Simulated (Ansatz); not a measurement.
MgI2/MgI2 (1T bilayer), computed twice by G0W0.

The cell holds 6 atoms: 2 Mg and 4 I. Cell: a = 4.127 Å, b = 4.127 Å, c = 44.900 Å, α = 90.0°, β = 90.0°, γ = 120.0°. Regions: layer 1 (MgI2), 3 atoms (1 Mg and 2 I); layer 2 (MgI2), 3 atoms (1 Mg and 2 I). Vacuum lies along c.

```xyz
6
Lattice="4.1273 0.0000 0.0000 -2.0637 3.5744 0.0000 0.0000 0.0000 44.9000" Properties=species:S:1:pos:R:3
Mg    0.0000    0.0000   18.6976
I     0.0000    2.3829   20.3784
I     2.0637    1.1915   17.0155
Mg    0.0000    0.0000   26.2024
I     2.0637    1.1915   27.8845
I     0.0000    2.3829   24.5216
```

The structure was relaxed with PBE-D3(BJ). The runs that relaxed it are not among those shown. Spin-orbit coupling is left out unless a run names it. PAW set soft_2, made with PBE.

The first (Ansatz 0.2.0; start PBE, 3×3×1 mesh, 976 empty bands, screening to 75 eV; 4 threads of Arm Neoverse V1, shared host) gave, on its mesh: starting gap 3.94 eV, G0W0 gap 5.71 eV, mean of 1 + 4πα/V (set by the cell height) 1.93, 12 min.

The second changes empty bands from 976 to 394 and screening cutoff (eV) from 75.0 to 41. What does it give?

It gave: starting gap 3.94 eV, G0W0 gap 5.51 eV, mean of 1 + 4πα/V (set by the cell height) 1.94, 2.1 min. The G0W0 gap moves by −0.20 eV, +0.00 eV from the start and −0.20 eV from the correction. Σc changes by +0.34 eV at the valence top and +0.14 eV at the conduction bottom, and Σx − Vxc between them by +0.0001 eV.

Limits: not at the basis limit; coarse mesh for a sheet; no spin-orbit coupling.

[Paths, hosts, dates, memory and timing lines, banners, echoed tables and standing remarks are left out of the program output.]

[Logs are printed without paths, hosts, clocks, repeated set-up lines and the standing remarks that a program may print on its own settings, such as how far it seeks lower states.]

[Runs of the session that timed out or met a known fault of the program may be left out.]

[Cells called generated may have been cut or substituted from an entry of the Crystallography Open Database or the Materials Project.]

[Hosts, paths, dates, database ids (printed as entryN), source tags and the programs' standing remarks are cut or masked in the printed files.]
